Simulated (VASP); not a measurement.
The system is KBr.

```
K Br
1.0
     0.00000    3.30000    3.30000
     3.30000    0.00000    3.30000
     3.30000    3.30000    0.00000
K Br
1 1
Direct
  0.00000 0.00000 0.00000
  0.50000 0.50000 0.50000
```

- Program: VASP 6.6.1
- Task: relaxation of cell and atoms
- Functional: PBE
- Potentials or basis: VASP PAW PBE potentials, release 64 (K_sv, Br)
- Cutoff: 600 eV
- k mesh: 6 × 6 × 6
- Occupations: gaussian, width 0.02 eV
- Spin: no spin polarisation

At the start: pressure 0.8 GPa; volume 35.94 Å³/atom.

Task: Where does the relaxation end?

Result: Over 4 steps the energy falls by 4.2 meV/atom and the volume is 37.79 Å³/atom (+5.2 %); space group Fm-3m (No. 225, to 0.05 Å).

The path:
```
step  energy change (eV)  largest force (eV/Å)  pressure (GPa)  volume (Å³)
   1              0.0000                0.0000            0.76        71.87
   2             -0.0063                0.0000            0.37        73.67
   3             -0.0084                0.0000           -0.05        75.85
   4             -0.0084                0.0000            0.00        75.59
```

Final structure:
```cif
data_structure
_symmetry_space_group_name_H-M 'P 1'
_symmetry_Int_Tables_number 1
_cell_length_a 4.7459
_cell_length_b 4.7459
_cell_length_c 4.7459
_cell_angle_alpha 60.000
_cell_angle_beta 60.000
_cell_angle_gamma 60.000
_cell_volume 75.59
loop_
_atom_site_label
_atom_site_type_symbol
_atom_site_fract_x
_atom_site_fract_y
_atom_site_fract_z
_atom_site_occupancy
K1 K 0.00000 0.00000 0.00000 1
Br1 Br 0.50000 0.50000 0.50000 1
```
